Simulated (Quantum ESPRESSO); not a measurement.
# BaTiO3 (Pm-3m) in Quantum ESPRESSO: band structure with PBEsol

Aim: the band structure of BaTiO3 with PBEsol.

All numbers are computed with Quantum ESPRESSO 7.5; they aren't measurements. Logs are shortened: lines on timing, memory, paths and dates and some standing lists are left out, and cuts for length are marked.

## (1) The crystal as given

Symmetry: Pm-3m, No. 221, cubic system. Conventional cell: a = 4.006 Å, b = 4.006 Å, c = 4.006 Å, α = 90.00°, β = 90.00°, γ = 90.00°. Ba (site symmetry m-3m) has 12 O at 2.83 Å as nearest neighbours. Ti (site symmetry m-3m) is surrounded by 6 O at 2.00 Å. O (site symmetry 4/mmm) is surrounded by 2 Ti at 2.00 Å.

## (2) Band structure, PBEsol

File pw.in:

```
&CONTROL
  calculation = 'scf'
  prefix = 'pwscf'
  outdir = './tmp'
  pseudo_dir = './pseudo'
  tprnfor = .true.
  tstress = .true.
  disk_io = 'low'
/
&SYSTEM
  ibrav = 0
  nat = 5
  ntyp = 3
  ecutwfc = 45
  ecutrho = 360
  nbnd = 28
  occupations = 'smearing'
  smearing = 'fd'
  degauss = 0.00367493
/
&ELECTRONS
  conv_thr = 1d-09
  electron_maxstep = 120
  mixing_beta = 0.5
/
ATOMIC_SPECIES
Ba   137.3270 ba_pbesol_v1.uspp.F.UPF
Ti    47.8670 ti_pbesol_v1.4.uspp.F.UPF
O     15.9990 o_pbesol_v1.2.uspp.F.UPF
CELL_PARAMETERS angstrom
   4.0060000000    0.0000000000    0.0000000000
   0.0000000000    4.0060000000    0.0000000000
   0.0000000000    0.0000000000    4.0060000000
ATOMIC_POSITIONS crystal
Ba     0.5000000000    0.5000000000    0.5000000000
Ti     0.0000000000    0.0000000000    0.0000000000
O      0.0000000000    0.0000000000    0.5000000000
O      0.0000000000    0.5000000000    0.0000000000
O      0.5000000000    0.0000000000    0.0000000000
K_POINTS automatic
7 7 7 0 0 0
```

File bands.in:

```
&CONTROL
  calculation = 'bands'
  prefix = 'pwscf'
  outdir = './tmp'
  pseudo_dir = './pseudo'
  disk_io = 'low'
  verbosity = 'high'
/
&SYSTEM
  ibrav = 0
  nat = 5
  ntyp = 3
  ecutwfc = 45
  ecutrho = 360
  nbnd = 28
  occupations = 'smearing'
  smearing = 'fd'
  degauss = 0.00367493
/
&ELECTRONS
  conv_thr = 1d-08
  electron_maxstep = 120
  mixing_beta = 0.5
  diago_full_acc = .true.
  startingwfc = 'random'
/
ATOMIC_SPECIES
Ba   137.3270 ba_pbesol_v1.uspp.F.UPF
Ti    47.8670 ti_pbesol_v1.4.uspp.F.UPF
O     15.9990 o_pbesol_v1.2.uspp.F.UPF
CELL_PARAMETERS angstrom
   4.0060000000    0.0000000000    0.0000000000
   0.0000000000    4.0060000000    0.0000000000
   0.0000000000    0.0000000000    4.0060000000
ATOMIC_POSITIONS crystal
Ba     0.5000000000    0.5000000000    0.5000000000
Ti     0.0000000000    0.0000000000    0.0000000000
O      0.0000000000    0.0000000000    0.5000000000
O      0.0000000000    0.5000000000    0.0000000000
O      0.5000000000    0.0000000000    0.0000000000
K_POINTS crystal
60
 0.0000000000  0.0000000000  0.0000000000 1
 0.0000000000  0.0714285714  0.0000000000 1
 0.0000000000  0.1428571429  0.0000000000 1
 0.0000000000  0.2142857143  0.0000000000 1
 0.0000000000  0.2857142857  0.0000000000 1
 0.0000000000  0.3571428571  0.0000000000 1
 0.0000000000  0.4285714286  0.0000000000 1
 0.0000000000  0.5000000000  0.0000000000 1
 0.0714285714  0.5000000000  0.0000000000 1
 0.1428571429  0.5000000000  0.0000000000 1
 0.2142857143  0.5000000000  0.0000000000 1
 0.2857142857  0.5000000000  0.0000000000 1
 0.3571428571  0.5000000000  0.0000000000 1
 0.4285714286  0.5000000000  0.0000000000 1
 0.5000000000  0.5000000000  0.0000000000 1
 0.4545454545  0.4545454545  0.0000000000 1
 0.4090909091  0.4090909091  0.0000000000 1
 0.3636363636  0.3636363636  0.0000000000 1
 0.3181818182  0.3181818182  0.0000000000 1
 0.2727272727  0.2727272727  0.0000000000 1
 0.2272727273  0.2272727273  0.0000000000 1
 0.1818181818  0.1818181818  0.0000000000 1
 0.1363636364  0.1363636364  0.0000000000 1
 0.0909090909  0.0909090909  0.0000000000 1
 0.0454545455  0.0454545455  0.0000000000 1
 0.0000000000  0.0000000000  0.0000000000 1
 0.0357142857  0.0357142857  0.0357142857 1
 0.0714285714  0.0714285714  0.0714285714 1
 0.1071428571  0.1071428571  0.1071428571 1
 0.1428571429  0.1428571429  0.1428571429 1
 0.1785714286  0.1785714286  0.1785714286 1
 0.2142857143  0.2142857143  0.2142857143 1
 0.2500000000  0.2500000000  0.2500000000 1
 0.2857142857  0.2857142857  0.2857142857 1
 0.3214285714  0.3214285714  0.3214285714 1
 0.3571428571  0.3571428571  0.3571428571 1
 0.3928571429  0.3928571429  0.3928571429 1
 0.4285714286  0.4285714286  0.4285714286 1
 0.4642857143  0.4642857143  0.4642857143 1
 0.5000000000  0.5000000000  0.5000000000 1
 0.4545454545  0.5000000000  0.4545454545 1
 0.4090909091  0.5000000000  0.4090909091 1
 0.3636363636  0.5000000000  0.3636363636 1
 0.3181818182  0.5000000000  0.3181818182 1
 0.2727272727  0.5000000000  0.2727272727 1
 0.2272727273  0.5000000000  0.2272727273 1
 0.1818181818  0.5000000000  0.1818181818 1
 0.1363636364  0.5000000000  0.1363636364 1
 0.0909090909  0.5000000000  0.0909090909 1
 0.0454545455  0.5000000000  0.0454545455 1
 0.0000000000  0.5000000000  0.0000000000 1
 0.5000000000  0.5000000000  0.0000000000 1
 0.5000000000  0.5000000000  0.0625000000 1
 0.5000000000  0.5000000000  0.1250000000 1
 0.5000000000  0.5000000000  0.1875000000 1
 0.5000000000  0.5000000000  0.2500000000 1
 0.5000000000  0.5000000000  0.3125000000 1
 0.5000000000  0.5000000000  0.3750000000 1
 0.5000000000  0.5000000000  0.4375000000 1
 0.5000000000  0.5000000000  0.5000000000 1
```

Potentials or basis: GBRV 1.5 PBEsol.

On the command line:

```bash
> OMP_NUM_THREADS=1 mpirun -n 2 pw.x -nk 2 -in pw.in > pw.out
> OMP_NUM_THREADS=1 mpirun -n 2 pw.x -nk 2 -in bands.in > bands.out
```

pw.out:

```text
This program is part of the open-source Quantum ESPRESSO suite
     for quantum simulation of materials; please cite
         "P. Giannozzi et al., J. Phys.:Condens. Matter 21 395502 (2009);
         "P. Giannozzi et al., J. Phys.:Condens. Matter 29 465901 (2017);
         "P. Giannozzi et al., J. Chem. Phys. 152 154105 (2020);
     in publications or presentations arising from this work. More details at

     Message from routine setup:
     using ibrav=0 with symmetry is DISCOURAGED, use correct ibrav instead

     K-points division:     npool     =       2
     Subspace diagonalization in iterative solution of the eigenvalue problem:
     a serial algorithm will be used

     G-vector sticks info
     --------------------
     sticks:   dense  smooth     PW     G-vecs:    dense   smooth      PW
     Sum        1649     829    241                50061    17773    2897

     Using Slab Decomposition

     bravais-lattice index     =            0
     lattice parameter (alat)  =       7.5702  a.u.
     unit-cell volume          =     433.8398 (a.u.)^3
     number of atoms/cell      =            5
     number of atomic types    =            3
     number of electrons       =        40.00
     number of Kohn-Sham states=           28
     kinetic-energy cutoff     =      45.0000  Ry
     charge density cutoff     =     360.0000  Ry
     scf convergence threshold =      1.0E-09
     mixing beta               =       0.5000
     number of iterations used =            8  plain     mixing
     Exchange-correlation= SLA  PW   PSX  PSC
                           (   1   4  10   8   0   0   0)

     celldm(1)=   7.570243  celldm(2)=   0.000000  celldm(3)=   0.000000
     celldm(4)=   0.000000  celldm(5)=   0.000000  celldm(6)=   0.000000

     crystal axes: (cart. coord. in units of alat)
               a(1) = (   1.000000   0.000000   0.000000 )
               a(2) = (   0.000000   1.000000   0.000000 )
               a(3) = (   0.000000   0.000000   1.000000 )

     reciprocal axes: (cart. coord. in units 2 pi/alat)
               b(1) = (  1.000000  0.000000  0.000000 )
               b(2) = (  0.000000  1.000000  0.000000 )
               b(3) = (  0.000000  0.000000  1.000000 )

     PseudoPot. # 1 for Ba read from file:
     ba_pbesol_v1.uspp.F.UPF
     Pseudo is Ultrasoft + core correction, Zval = 10.0
     Generated by new atomic code, or converted to UPF format
     Using radial grid of  907 points,  7 beta functions with:
                l(1) =   0
                l(2) =   0
                l(3) =   1
                l(4) =   1
                l(5) =   2
                l(6) =   2
                l(7) =   3
     Q(r) pseudized with  6 coefficients,  rinner =    1.700   1.700   1.700
                                                       1.700   1.700   1.700
                                                       1.700

     PseudoPot. # 2 for Ti read from file:
     ti_pbesol_v1.4.uspp.F.UPF
     Pseudo is Ultrasoft + core correction, Zval = 12.0
     Generated by new atomic code, or converted to UPF format
     Using radial grid of  851 points,  6 beta functions with:
                l(1) =   0
                l(2) =   0
                l(3) =   1
                l(4) =   1
                l(5) =   2
                l(6) =   2
     Q(r) pseudized with  6 coefficients,  rinner =    1.000   1.000   1.000
                                                       1.000   1.000

     PseudoPot. # 3 for O  read from file:
     o_pbesol_v1.2.uspp.F.UPF
     Pseudo is Ultrasoft + core correction, Zval =  6.0
     Generated by new atomic code, or converted to UPF format
     Using radial grid of  737 points,  5 beta functions with:
                l(1) =   0
                l(2) =   0
                l(3) =   1
                l(4) =   1
                l(5) =   2
     Q(r) pseudized with  8 coefficients,  rinner =    0.900   0.900   0.900
                                                       0.900   0.900

     atomic species   valence    mass     pseudopotential
     Ba               10.00   137.32700     Ba( 1.00)
     Ti               12.00    47.86700     Ti( 1.00)
     O                 6.00    15.99900     O ( 1.00)

     48 Sym. Ops., with inversion, found

   Cartesian axes

     site n.     atom                  positions (alat units)
         1        Ba     tau(   1) = (   0.5000000   0.5000000   0.5000000  )
         2        Ti     tau(   2) = (   0.0000000   0.0000000   0.0000000  )
         3        O      tau(   3) = (   0.0000000   0.0000000   0.5000000  )
         4        O      tau(   4) = (   0.0000000   0.5000000   0.0000000  )
         5        O      tau(   5) = (   0.5000000   0.0000000   0.0000000  )

     number of k points=    20  Fermi-Dirac smearing, width (Ry)=  0.0037
                       cart. coord. in units 2pi/alat
        k(    1) = (   0.0000000   0.0000000   0.0000000), wk =   0.0058309
        k(    2) = (   0.0000000   0.0000000   0.1428571), wk =   0.0349854
        k(    3) = (   0.0000000   0.0000000   0.2857143), wk =   0.0349854
        k(    4) = (   0.0000000   0.0000000   0.4285714), wk =   0.0349854
        k(    5) = (   0.0000000   0.1428571   0.1428571), wk =   0.0699708
        k(    6) = (   0.0000000   0.1428571   0.2857143), wk =   0.1399417
[... 12 lines left out ...]
        k(   19) = (   0.2857143   0.4285714   0.4285714), wk =   0.1399417
        k(   20) = (   0.4285714   0.4285714   0.4285714), wk =   0.0466472

     Dense  grid:    50061 G-vectors     FFT dimensions: (  45,  45,  45)

     Smooth grid:    17773 G-vectors     FFT dimensions: (  36,  36,  36)

     Check: negative core charge=   -0.000006

     Initial potential from superposition of free atoms

     starting charge      38.9861, renormalised to      40.0000

     negative rho (up, down):  9.890E-02 0.000E+00
     Starting wfcs are   35 randomized atomic wfcs

     Self-consistent Calculation

     iteration #  1     ecut=    45.00 Ry     beta= 0.50
     Davidson diagonalization with overlap
     ethr =  1.00E-02,  avg # of iterations =  2.0

     negative rho (up, down):  9.315E-02 0.000E+00

     total energy              =    -286.43414935 Ry
     estimated scf accuracy    <       0.71149447 Ry

     iteration #  2     ecut=    45.00 Ry     beta= 0.50
     Davidson diagonalization with overlap
     ethr =  1.78E-03,  avg # of iterations =  2.1

     negative rho (up, down):  9.207E-02 0.000E+00

     total energy              =    -286.16835178 Ry
     estimated scf accuracy    <       3.38502852 Ry

     iteration #  3     ecut=    45.00 Ry     beta= 0.50
     Davidson diagonalization with overlap
     ethr =  1.78E-03,  avg # of iterations =  2.1

     negative rho (up, down):  9.041E-02 0.000E+00

     total energy              =    -286.73657178 Ry
     estimated scf accuracy    <       0.11593491 Ry

     iteration #  4     ecut=    45.00 Ry     beta= 0.50
     Davidson diagonalization with overlap
     ethr =  2.90E-04,  avg # of iterations =  1.1
[... 37 lines left out ...]
     negative rho (up, down):  8.807E-02 0.000E+00

     total energy              =    -286.73625653 Ry
     estimated scf accuracy    <       0.00000062 Ry

     iteration #  9     ecut=    45.00 Ry     beta= 0.50
     Davidson diagonalization with overlap
     ethr =  1.56E-09,  avg # of iterations =  1.2

     negative rho (up, down):  8.807E-02 0.000E+00

     total energy              =    -286.73625661 Ry
     estimated scf accuracy    <          7.3E-09 Ry

     iteration # 10     ecut=    45.00 Ry     beta= 0.50
     Davidson diagonalization with overlap
     ethr =  1.82E-11,  avg # of iterations =  2.9

     negative rho (up, down):  8.807E-02 0.000E+00

     End of self-consistent calculation

          k = 0.0000 0.0000 0.0000 (  2205 PWs)   bands (ev):

   -46.1082 -22.4439 -22.4439 -22.4439 -14.4108  -6.5388  -5.8454  -5.8454
     0.3941   0.3941   0.3941   7.9101   7.9101   7.9101   9.0933   9.0933
     9.0933  10.0847  10.0847  10.0847  11.9537  11.9537  11.9537  14.1881
    14.1881  15.2287  15.2287  17.4524

          k = 0.0000 0.0000 0.1429 (  2204 PWs)   bands (ev):

   -46.1081 -22.4536 -22.4435 -22.4435 -14.3882  -6.5515  -5.8381  -5.8285
     0.4259   0.4259   0.4768   7.5780   7.8522   7.8522   8.8712   8.8712
     8.9176   9.5884   9.9387   9.9387  11.9795  12.3613  12.3613  14.1893
    14.7224  15.5976  15.6127  17.9441

          k = 0.0000 0.0000 0.2857 (  2208 PWs)   bands (ev):

   -46.1078 -22.4753 -22.4425 -22.4425 -14.3366  -6.6446  -5.8216  -5.7117
     0.4999   0.4999   0.6601   6.8506   7.6627   7.6627   8.5397   8.5397
     8.5684   8.7962   9.6935   9.6935  12.0389  13.1122  13.1122  14.1917
    15.5885  16.4414  16.5851  19.2119

          k = 0.0000 0.0000 0.4286 (  2208 PWs)   bands (ev):

   -46.1075 -22.4925 -22.4418 -22.4418 -14.2942  -6.7556  -5.8084  -5.5665
     0.5617   0.5617   0.8052   6.2889   7.4578   7.4578   8.3149   8.3219
     8.3898   8.3898   9.5312   9.5312  12.0879  13.6434  13.6434  14.1934
    16.1175  17.1765  17.6051  18.4668

          k = 0.0000 0.1429 0.1429 (  2203 PWs)   bands (ev):
[... 90 lines left out ...]
          k = 0.2857 0.2857 0.4286 (  2213 PWs)   bands (ev):

   -46.1067 -22.4886 -22.4711 -22.4707 -14.2007  -6.1183  -5.6945  -5.6929
    -0.0008   0.1227   0.4664   6.1172   6.8004   6.9719   7.0846   7.7809
     7.8947   9.4606   9.7067   9.8472  13.7048  13.9618  13.9803  16.4965
    17.2369  18.1085  18.1665  18.3280

          k = 0.2857 0.4286 0.4286 (  2228 PWs)   bands (ev):

   -46.1064 -22.4876 -22.4875 -22.4700 -14.1756  -5.9141  -5.6869  -5.6678
    -0.0860  -0.0548   0.1761   5.9635   6.4482   6.9597   7.1900   7.7701
     7.8051   9.7061   9.7712  10.1044  14.0454  14.0516  14.2182  16.7104
    17.6888  17.7028  17.9769  18.0847

          k = 0.4286 0.4286 0.4286 (  2248 PWs)   bands (ev):

   -46.1062 -22.4868 -22.4866 -22.4866 -14.1518  -5.7100  -5.6263  -5.6263
    -0.2744  -0.2744  -0.1623   5.8214   6.4531   6.4531   7.6344   7.8190
     7.8190  10.0647  10.0647  10.1461  14.3052  14.3058  14.3058  17.1451
    17.1451  17.2259  17.8308  17.8308

     the Fermi energy is    11.0849 ev

!    total energy              =    -286.73625661 Ry
     estimated scf accuracy    <          7.5E-10 Ry
     smearing contrib. (-TS)   =      -0.00000000 Ry
     internal energy E=F+TS    =    -286.73625661 Ry

     The total energy is F=E-TS. E is the sum of the following terms:
     one-electron contribution =     -72.00208008 Ry
     hartree contribution      =      59.67210037 Ry
     xc contribution           =     -67.25724172 Ry
     ewald contribution        =    -207.14903517 Ry

     convergence has been achieved in  10 iterations

     negative rho (up, down):  8.807E-02 0.000E+00

     Forces acting on atoms (cartesian axes, Ry/au):

     atom    1 type  1   force =     0.00000000    0.00000000    0.00000000
     atom    2 type  2   force =     0.00000000    0.00000000    0.00000000
     atom    3 type  3   force =     0.00000000    0.00000000    0.00000000
     atom    4 type  3   force =     0.00000000    0.00000000    0.00000000
     atom    5 type  3   force =     0.00000000    0.00000000    0.00000000

     Total force =     0.000000     Total SCF correction =     0.000000

     Computing stress (Cartesian axis) and pressure

     negative rho (up, down):  8.807E-02 0.000E+00
          total   stress  (Ry/bohr**3)                   (kbar)     P=      -36.02
  -0.00024488   0.00000000   0.00000000          -36.02        0.00        0.00
   0.00000000  -0.00024488   0.00000000            0.00      -36.02        0.00
   0.00000000   0.00000000  -0.00024488            0.00        0.00      -36.02

=------------------------------------------------------------------------------=
   JOB DONE.
=------------------------------------------------------------------------------=
```

Wall time 52 s (2 MPI ranks of Arm Neoverse V1, shared host); peak memory 0.46 GiB.

Results:

| Property | Result |
| --- | --- |
| Free energy | -3901.2455 eV |
| Pressure | -3.6 GPa |
| Band gap on the k mesh | 1.81 eV, indirect (least direct gap 1.87 eV) |
| Band gap along the path | 1.75 eV, indirect (least direct gap 1.87 eV) |

Levels at the corners of the path, in eV from the valence-band top:
```tsv
point	band 18	band 19	band 20	band 21	band 22	band 23
Γ	-0.12	-0.12	-0.12	1.75	1.75	1.75
X	-1.83	-0.70	-0.70	1.89	3.51	3.51
M	-0.85	-0.85	-0.06	3.53	3.53	3.94
Γ	-0.12	-0.12	-0.12	1.75	1.75	1.75
R	0.00	0.00	0.00	4.19	4.19	4.19
X	-1.83	-0.70	-0.70	1.89	3.51	3.51
M	-0.85	-0.85	-0.06	3.53	3.53	3.94
R	0.00	0.00	0.00	4.19	4.19	4.19
```

Caveat: some levels on the path didn't converge; spin-orbit coupling is left out, which moves the levels of the heavy elements.

## (3) For comparison

An earlier run on the cell as given: functional PBEsol; potentials or basis GBRV 1.5 PBEsol; cutoff 612 eV; density cutoff 4898 eV; k mesh 7 × 7 × 7; occupations fermi-dirac, width 0.05 eV; no spin polarisation.

* Pressure: -3.6 GPa
* Band gap on the k mesh: 1.81 eV, indirect (least direct gap 1.87 eV)
